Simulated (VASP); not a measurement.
# BeTe (F-43m) in VASP: a series of runs

One crystal, BeTe, is run at these levels: revPBE+D3, revPBE+D3(BJ), revPBE+D4; tasks: relaxation of cell and atoms.

Everything below comes from runs of VASP 6.6.1. Logs are shortened: lines on timing, memory, paths and dates and some standing lists are left out, and cuts for length are marked.

### Step 1. The structure

Symmetry: F-43m, No. 216, cubic system. The conventional cell has a = 5.540 Å, b = 5.540 Å, c = 5.540 Å, α = 90.00°, β = 90.00°, γ = 90.00°. Around Te (site symmetry -43m) lie 4 Be at 2.40 Å. Be (site symmetry -43m) has 4 Te at 2.40 Å as nearest neighbours.

### Step 2. Relaxation of cell and atoms, revPBE+D3

INCAR reads:

```
PREC = Accurate
ENCUT = 600
EDIFF = 1E-6
ISMEAR = -1
SIGMA = 0.05
LREAL = False
LASPH = True
NELM = 80
ALGO = Normal
ISIF = 3
LWAVE = False
LCHARG = False
GGA = RE
IVDW = 11
IBRION = 2
NSW = 40
EDIFFG = -0.01
```

KPOINTS reads:

```
Automatic mesh
0
Gamma
  8 8 8
```

POSCAR reads:

```
BeTe
1.0
    0.0000000000      2.7700000000      2.7700000000
    2.7700000000      0.0000000000      2.7700000000
    2.7700000000      2.7700000000      0.0000000000
Te Be
1 1
Direct
    0.7500000000      0.7500000000      0.7500000000
    0.0000000000      0.0000000000      0.0000000000
```

Potentials or basis: VASP PAW PBE potentials, release 64 (Te, Be).

Launch:

```console
> cat potpaw_PBE.64/Te/POTCAR potpaw_PBE.64/Be/POTCAR > POTCAR
> mpirun -np 1 vasp_std > vasp.out
```

OUTCAR:

```text
PREC = Accurate
   ENCUT = 600
   EDIFF = 1E-6
   ISMEAR = -1
   LREAL = False
   LASPH = True
   NELM = 80
   ISIF = 3
   GGA = RE
   IVDW = 11
   IBRION = 2
   NSW = 40
   EDIFFG = -0.01
 IVDW          = 11

 ion  position               nearest neighbor table
   1  0.750  0.750  0.750-   2 2.40   2 2.40   2 2.40   2 2.40
   2  0.000  0.000  0.000-   1 2.40   1 2.40   1 2.40   1 2.40

  LATTYP: Found a face centered cubic cell.
 ALAT       =     5.5400000000

  Lattice vectors:

 A1 = (   0.0000000000,   2.7700000000,   2.7700000000)
 A2 = (   2.7700000000,   0.0000000000,   2.7700000000)
 A3 = (   2.7700000000,   2.7700000000,   0.0000000000)

Analysis of symmetry for initial positions (statically):
=====================================================================
 Subroutine PRICEL returns:
 Original cell was already a primitive cell.

 Routine SETGRP: Setting up the symmetry group for a
 face centered cubic supercell.

 Subroutine GETGRP returns: Found 24 space group operations
 (whereof 24 operations were pure point group operations)
 out of a pool of 48 trial point group operations.

The static configuration has the point symmetry T_d .

Analysis of symmetry for dynamics (positions and initial velocities):
=====================================================================
 Subroutine PRICEL returns:
 Original cell was already a primitive cell.

 Routine SETGRP: Setting up the symmetry group for a
 face centered cubic supercell.

 Subroutine GETGRP returns: Found 24 space group operations
 (whereof 24 operations were pure point group operations)
 out of a pool of 48 trial point group operations.

The dynamic configuration has the point symmetry T_d .

 Subroutine INISYM returns: Found 24 space group operations
 (whereof 24 operations are pure point group operations),
 and found     1 'primitive' translations

----------------------------------------------------------------------------------------

                                     Primitive cell

  volume of cell :      42.5079

  direct lattice vectors                    reciprocal lattice vectors
     0.000000000  2.770000000  2.770000000    -0.180505415  0.180505415  0.180505415
     2.770000000  0.000000000  2.770000000     0.180505415 -0.180505415  0.180505415
     2.770000000  2.770000000  0.000000000     0.180505415  0.180505415 -0.180505415

  length of vectors
     3.917371568  3.917371568  3.917371568     0.312644550  0.312644550  0.312644550

  position of ions in fractional coordinates (direct lattice)
     0.750000000  0.750000000  0.750000000
     0.000000000  0.000000000  0.000000000

  ion indices of the primitive-cell ions
   primitive index   ion index
                 1           1
                 2           2

----------------------------------------------------------------------------------------

 KPOINTS: Automatic mesh

Automatic generation of k-mesh.
 Grid dimensions read from file:
 generate k-points for:    8    8    8

 Generating k-lattice:

  Cartesian coordinates                     Fractional coordinates (reciprocal lattice)
    -0.022563177  0.022563177  0.022563177     0.125000000  0.000000000  0.000000000
     0.022563177 -0.022563177  0.022563177     0.000000000  0.125000000  0.000000000
     0.022563177  0.022563177 -0.022563177     0.000000000  0.000000000  0.125000000

  Length of vectors
     0.039080569  0.039080569  0.039080569

  Shift w.r.t. Gamma in fractional coordinates (k-lattice)
     0.000000000  0.000000000  0.000000000

 Subroutine IBZKPT returns following result:
 ===========================================

 Found     29 irreducible k-points:

 Following reciprocal coordinates:
            Coordinates               Weight
  0.000000  0.000000  0.000000      1.000000
  0.125000  0.000000  0.000000      8.000000
  0.250000  0.000000  0.000000      8.000000
  0.375000  0.000000  0.000000      8.000000
  0.500000  0.000000  0.000000      4.000000
  0.125000  0.125000  0.000000      6.000000
[... 16 lines left out ...]
  0.500000  0.250000  0.125000     48.000000
 -0.375000  0.250000  0.125000     24.000000
 [... further k-points ...]
   k-points           NKPTS =     29   k-points in BZ     NKDIM =     29   number of bands    NBANDS=      8
   number of dos      NEDOS =    301   number of ions     NIONS =      2
   total plane-waves  NPLWV =  32768
   dimension x,y,z NGX =    32 NGY =   32 NGZ =   32
   dimension x,y,z NGXF=    64 NGYF=   64 NGZF=   64
   ions per type =               1   1
   NGX,Y,Z   is equivalent  to a cutoff of  13.58, 13.58, 13.58 a.u.
   NGXF,Y,Z  is equivalent  to a cutoff of  27.16, 27.16, 27.16 a.u.
 SYSTEM =  unknown system
   PREC   = accura    normal or accurate (medium, high low for compatibility)
   ISTART =      0    job   : 0-new  1-cont  2-samecut
   ICHARG =      2    charge: 1-file 2-atom 10-const
   ISPIN  =      1    spin polarized calculation?
   LNONCOLLINEAR =      F non collinear calculations
   LSORBIT =      F    spin-orbit coupling
   LASPH  =      T    aspherical Exc in radial PAW
   ENCUT  =  600.0 eV  44.10 Ry    6.64 a.u.   7.82  7.82  7.82*2*pi/ulx,y,z
   NELM   =     80;   NELMIN=  2; NELMDL= -5     # of ELM steps
   EDIFF  = 0.1E-05   stopping-criterion for ELM
   LREAL  =      F    real-space projection
   EDIFFG = -.1E-01   stopping-criterion for IOM
   NSW    =     40    number of steps for IOM
   IBRION =      2    ionic relax: 0-MD 1-quasi-New 2-CG
   NFREE  =      1    steps in history (QN), initial steepest desc. (CG)
   ISIF   =      3    stress and relaxation
   ISYM   =      2    0-nonsym 1-usesym 2-fastsym
   POTIM  = 0.5000    time-step for ionic-motion
   TEBEG  =    0.0;   TEEND  =   0.0 temperature during run
   PSTRESS=    0.0 pullay stress
   NELECT =       8.0000    total number of electrons
   NUPDOWN=      -1.0000    fix difference up-down
   EMIN   =  10.00;   EMAX   =-10.00  energy-range for DOS
   EFERMI =   0.00;   METHOD = LEGACY
   ISMEAR =    -1;   SIGMA  =   0.05  broadening in eV -4-tet -1-fermi 0-gaus
   EFERMI_NEDOS =   21; number of points for ismear=-14 and -15
   IALGO  =     38    algorithm
   IMIX   =      4    mixing-type and parameters
     AMIX     =   0.40;   BMIX     =  1.00
     AMIX_MAG =   1.60;   BMIX_MAG =  1.00
  volume/ion in A,a.u.               =      21.25       143.43
  Fermi-wavevector in a.u.,A,eV,Ry     =   0.938170  1.772885 11.975354  0.880164
  Thomas-Fermi vector in A             =   2.065355
   LORBIT       =      0    0 simple, 1 ext, 2 COOP (PROOUT), +10 PAW based schemes
   GGA     = RE    functional components
   LHFCALC =     F    Hartree Fock is set to
   AEXX    =    0.0000 exact exchange contribution
   IVDW    =    11    specifies the selected vdW correction
   LEPSILON=     F    determine dielectric tensor
   LRPA    =     F    only Hartree local field effects (RPA)
 conjugate gradient relaxation of ions
 non-spin polarized calculation
  energy-cutoff  :      600.00
  volume of cell :       42.51
 maximum number of plane-waves:      1433
   NGX = 15   NGY = 15   NGZ = 15

--------------------------------------- Ionic step        1  -------------------------------------------

 number of electron       8.0000000 magnetization

 Free energy of the ion-electron system (eV)
  ---------------------------------------------------
  ext. energy  EPLUGINS =         0.00000000
  ---------------------------------------------------
  free energy    TOTEN  =        -7.05746561 eV

  energy without entropy =       -7.05746561  energy(sigma->0) =       -7.05746561

------------------------ aborting loop because EDIFF is reached ----------------------------------------

 Edisp (eV)   -0.81207

 E8    (eV) :    -0.3408

  FORCE on cell =-STRESS in cart. coord.  units (eV):
  Direction    XX          YY          ZZ          XY          YZ          ZX
  --------------------------------------------------------------------------------------
  -------------------------------------------------------------------------------------
  Total       0.81699     0.81699     0.81699     0.00000     0.00000     0.00000
  in kB      30.79340    30.79340    30.79340     0.00000     0.00000     0.00000
  external pressure =       30.79 kB  Pullay stress =        0.00 kB
[... 61 lines left out ...]
  energy  without entropy=       -7.8890649450  energy(sigma->0) =       -7.88906495

--------------------------------------- Ionic step        3  -------------------------------------------

 number of electron       8.0000000 magnetization

 Free energy of the ion-electron system (eV)
  ---------------------------------------------------
  ext. energy  EPLUGINS =         0.00000000
  ---------------------------------------------------
  free energy    TOTEN  =        -7.11115277 eV

  energy without entropy =       -7.11115277  energy(sigma->0) =       -7.11115277

 E-fermi :   6.1570     XC(G=0):  -8.9736

 val. band max:        5.1573829761   @ k =   0.0000   0.0000   0.0000
 cond. band min:       7.1992474424   @ k =   0.5000   0.5000   0.0000
 fundamental gap:      2.0418644662
 Fermi energy:         6.1569739384

 k-point     1 :       0.0000    0.0000    0.0000
  band No.  band energies     occupation
      1      -7.1216      2.00000
      2       5.1574      2.00000
      3       5.1574      2.00000
      4       5.1574      2.00000
      5       8.7907      0.00000
      6       8.7907      0.00000
      7       8.7907      0.00000
      8       9.0406      0.00000
[... 243 lines left out ...]
 k-point    24 :      -0.3750    0.2500    0.1250
  band No.  band energies     occupation
      1      -5.5359      2.00000
      2       0.0483      2.00000
      3       2.2706      2.00000
      4       3.2604      2.00000
      5       9.3940      0.00000
      6       9.5871      0.00000
      7      11.8510      0.00000
      8      12.9556      0.00000

 [... further k-points ...]

------------------------ aborting loop because EDIFF is reached ----------------------------------------

 Edisp (eV)   -0.77849

 E8    (eV) :    -0.3278

  FORCE on cell =-STRESS in cart. coord.  units (eV):
  Direction    XX          YY          ZZ          XY          YZ          ZX
  --------------------------------------------------------------------------------------
  -------------------------------------------------------------------------------------
  Total       0.00082     0.00082     0.00082    -0.00000     0.00000     0.00000
  in kB       0.02923     0.02923     0.02923    -0.00000     0.00000     0.00000
  external pressure =        0.03 kB  Pullay stress =        0.00 kB
[... 17 lines left out ...]
  FREE ENERGIE OF THE ION-ELECTRON SYSTEM (eV)
  ---------------------------------------------------
  free  energy   TOTEN  =        -7.8896402949 eV

  energy  without entropy=       -7.8896402948  energy(sigma->0) =       -7.88964029

 reached required accuracy - stopping structural energy minimisation
```

It took 18 s on 1 thread of Intel Xeon Platinum 8488C (Sapphire Rapids), shared host; peak memory 0.18 GiB.

Results:

```
Free energy                            : -7.8896 eV
Relaxed volume                         : 22.34 Å³/atom
Relaxed cell                           : a = 3.983 Å, b = 3.983 Å, c = 3.983 Å, α = 60.00°, β = 60.00°, γ = 60.00°
Space group after relaxing (to 0.05 Å) : F-43m (No. 216)
Energy gained by relaxing              : 10.1 meV/atom
Ionic steps                            : 3
Pressure after relaxing                : 0.0 GPa
Band gap on the k mesh                 : 2.04 eV, indirect (least direct gap 3.63 eV)
Dispersion energy per atom             : -0.389 eV
```

Step by step:
| step | energy change (eV) | largest force (eV/Å) | pressure (GPa) | volume (Å³) |
| --- | --- | --- | --- | --- |
| 1 | 0.0000 | 0.0000 | 3.08 | 42.51 |
| 2 | -0.0195 | 0.0000 | -0.47 | 45.07 |
| 3 | -0.0201 | 0.0000 | 0.00 | 44.68 |

Final structure:
```
Te Be
1.0
     0.00000    2.81648    2.81648
     2.81648    0.00000    2.81648
     2.81648    2.81648    0.00000
Te Be
1 1
Direct
  0.75000 0.75000 0.75000
  0.00000 0.00000 0.00000
```

Levels at points of the mesh, in eV from the valence-band top:
| k point | band 1 | band 2 | band 3 | band 4 | band 5 | band 6 | band 7 | band 8 |
| --- | --- | --- | --- | --- | --- | --- | --- | --- |
| (0.00, 0.00, 0.00) | -12.28 | 0.00 | 0.00 | 0.00 | 3.63 | 3.63 | 3.63 | 3.88 |
| (0.50, 0.00, 0.00) | -10.93 | -5.53 | -1.13 | -1.13 | 3.11 | 4.61 | 4.61 | 7.93 |
| (0.50, 0.50, 0.00) | -10.44 | -5.11 | -2.64 | -2.64 | 2.04 | 2.70 | 9.75 | 9.75 |

Caveat: the PAW data sets were made with another functional, which shifts forces and pressure a little; spin-orbit coupling is left out, which moves the levels of the heavy elements.

### Step 3. Relaxation of cell and atoms, revPBE+D3(BJ)

INCAR reads:

```
SYSTEM = BeTe
  ALGO = Fast
  EDIFF = 1E-6
  EDIFFG = -0.01
  ENCUT = 600
  GGA = RE
  IBRION = 2
  ISIF = 3
  ISMEAR = -1
  IVDW = 12
  LASPH = .True.
  LCHARG = .False.
  LREAL = .False.
  LWAVE = .False.
  NELM = 100
  NSW = 40
  PREC = Accurate
  SIGMA = 0.05
```

KPOINTS reads:

```
k-points
0
Gamma
  8 8 8
  0 0 0
```

POSCAR is that of step 2.

Potentials or basis: VASP PAW PBE potentials, release 64 (Te, Be).

Launch:

```console
> cat potpaw_PBE.64/Te/POTCAR potpaw_PBE.64/Be/POTCAR > POTCAR
> mpirun -np 1 vasp_std > vasp.out
```

OUTCAR:

```text
SYSTEM = BeTe
   EDIFF = 1E-6
   EDIFFG = -0.01
   ENCUT = 600
   GGA = RE
   IBRION = 2
   ISIF = 3
   ISMEAR = -1
   IVDW = 12
   LASPH = .True.
   LREAL = .False.
   NELM = 100
   NSW = 40
   PREC = Accurate
 IVDW          = 12

 ion  position               nearest neighbor table
   1  0.750  0.750  0.750-   2 2.40   2 2.40   2 2.40   2 2.40
   2  0.000  0.000  0.000-   1 2.40   1 2.40   1 2.40   1 2.40

  LATTYP: Found a face centered cubic cell.
 ALAT       =     5.5400000000

  Lattice vectors:

 A1 = (   0.0000000000,   2.7700000000,   2.7700000000)
 A2 = (   2.7700000000,   0.0000000000,   2.7700000000)
 A3 = (   2.7700000000,   2.7700000000,   0.0000000000)

Analysis of symmetry for initial positions (statically):
=====================================================================
 Subroutine PRICEL returns:
 Original cell was already a primitive cell.

 Routine SETGRP: Setting up the symmetry group for a
 face centered cubic supercell.

 Subroutine GETGRP returns: Found 24 space group operations
 (whereof 24 operations were pure point group operations)
 out of a pool of 48 trial point group operations.

The static configuration has the point symmetry T_d .
[... 222 lines left out ...]
  band No.  band energies     occupation
      1      -6.9096      2.00000
      2       5.6840      2.00000
      3       5.6840      2.00000
      4       5.6840      2.00000
      5       9.2732      0.00000
      6       9.2732      0.00000
      7       9.2732      0.00000
      8       9.9085      0.00000
[... 243 lines left out ...]
 k-point    24 :      -0.3750    0.2500    0.1250
  band No.  band energies     occupation
      1      -5.1823      2.00000
      2       0.2982      2.00000
      3       2.6269      2.00000
      4       3.6481      2.00000
      5       9.9155      0.00000
      6      10.1483      0.00000
      7      12.5210      0.00000
      8      13.6278      0.00000

 [... further k-points ...]

------------------------ aborting loop because EDIFF is reached ----------------------------------------

 Edisp (eV)   -1.36713

 E8    (eV) :    -0.9455

  FORCE on cell =-STRESS in cart. coord.  units (eV):
  Direction    XX          YY          ZZ          XY          YZ          ZX
  --------------------------------------------------------------------------------------
  -------------------------------------------------------------------------------------
  Total      -0.01252    -0.01252    -0.01252     0.00000     0.00000     0.00000
  in kB      -0.47004    -0.47004    -0.47004     0.00000     0.00000     0.00000
  external pressure =       -0.47 kB  Pullay stress =        0.00 kB

 VOLUME and BASIS-vectors are now :
 -----------------------------------------------------------------------------
  energy-cutoff  :      600.00
  volume of cell :       42.68
      direct lattice vectors                 reciprocal lattice vectors
    -0.000000000  2.773711667  2.773711667    -0.180263870  0.180263870  0.180263870
     2.773711667 -0.000000000  2.773711667     0.180263870 -0.180263870  0.180263870
     2.773711667  2.773711667 -0.000000000     0.180263870  0.180263870 -0.180263870

 POSITION                                       TOTAL-FORCE (eV/Angst)
 -----------------------------------------------------------------------------------
      4.16057      4.16057      4.16057         0.000000      0.000000      0.000000
     -0.00000      2.77371      2.77371        -0.000000     -0.000000     -0.000000
 -----------------------------------------------------------------------------------
    total drift:                               -0.000000     -0.000000     -0.000000

  FREE ENERGIE OF THE ION-ELECTRON SYSTEM (eV)
  ---------------------------------------------------
  free  energy   TOTEN  =        -8.4305628652 eV

  energy  without entropy=       -8.4305628650  energy(sigma->0) =       -8.43056287

 reached required accuracy - stopping structural energy minimisation
```

OSZICAR:

```text
N       E                     dE             d eps       ncg     rms          rms(c)
DAV:   1     0.231213886881E+02    0.23121E+02   -0.36730E+03   464   0.895E+02
DAV:   2    -0.639943275891E+01   -0.29521E+02   -0.28296E+02   640   0.107E+02
DAV:   3    -0.719516740335E+01   -0.79573E+00   -0.79573E+00   552   0.233E+01
[... 13 lines left out ...]
RMM:   2    -0.706350262642E+01    0.25005E-03   -0.25367E-04   464   0.117E-01    0.458E-02
RMM:   3    -0.706343730799E+01    0.65318E-04   -0.17826E-04   464   0.813E-02    0.158E-02
RMM:   4    -0.706343421332E+01    0.30947E-05   -0.11795E-05   466   0.317E-02    0.154E-02
RMM:   5    -0.706343314836E+01    0.10650E-05   -0.31409E-06   386   0.157E-02    0.348E-03
RMM:   6    -0.706343326803E+01   -0.11967E-06   -0.98020E-07   295   0.877E-03
   2 F= -.84305629E+01 E0= -.84305629E+01  d E =-.808899E-04
```

It took 13 s on 1 thread of Intel Xeon Platinum 8488C (Sapphire Rapids), shared host; peak memory 0.19 GiB.

What came out:

* Free energy: -8.4306 eV
* Relaxed volume: 21.34 Å³/atom
* Relaxed cell: a = 3.923 Å, b = 3.923 Å, c = 3.923 Å, α = 60.00°, β = 60.00°, γ = 60.00°
* Space group after relaxing (to 0.05 Å): F-43m (No. 216)
* Energy gained by relaxing: 0.0 meV/atom
* Ionic steps: 2
* Pressure after relaxing: 0.0 GPa
* Band gap on the k mesh: 1.92 eV, indirect (least direct gap 3.59 eV)
* Dispersion energy per atom: -0.684 eV

Final structure:
```
Te Be
1.0
     0.00000    2.77371    2.77371
     2.77371    0.00000    2.77371
     2.77371    2.77371    0.00000
Te Be
1 1
Direct
  0.75000 0.75000 0.75000
  0.00000 0.00000 0.00000
```

Levels at points of the mesh, in eV from the valence-band top:
```tsv
k point	band 1	band 2	band 3	band 4	band 5	band 6	band 7	band 8
(0.00, 0.00, 0.00)	-12.59	0.00	0.00	0.00	3.59	3.59	3.59	4.22
(0.50, 0.00, 0.00)	-11.13	-5.83	-1.21	-1.21	3.23	4.59	4.59	7.89
(0.50, 0.50, 0.00)	-10.59	-5.37	-2.81	-2.81	1.92	2.63	10.05	10.05
```

Caveat: the PAW data sets were made with another functional, which shifts forces and pressure a little; spin-orbit coupling is left out, which moves the levels of the heavy elements. Zero-point motion and thermal expansion aren't in these numbers.

[end of part 1 of 2]
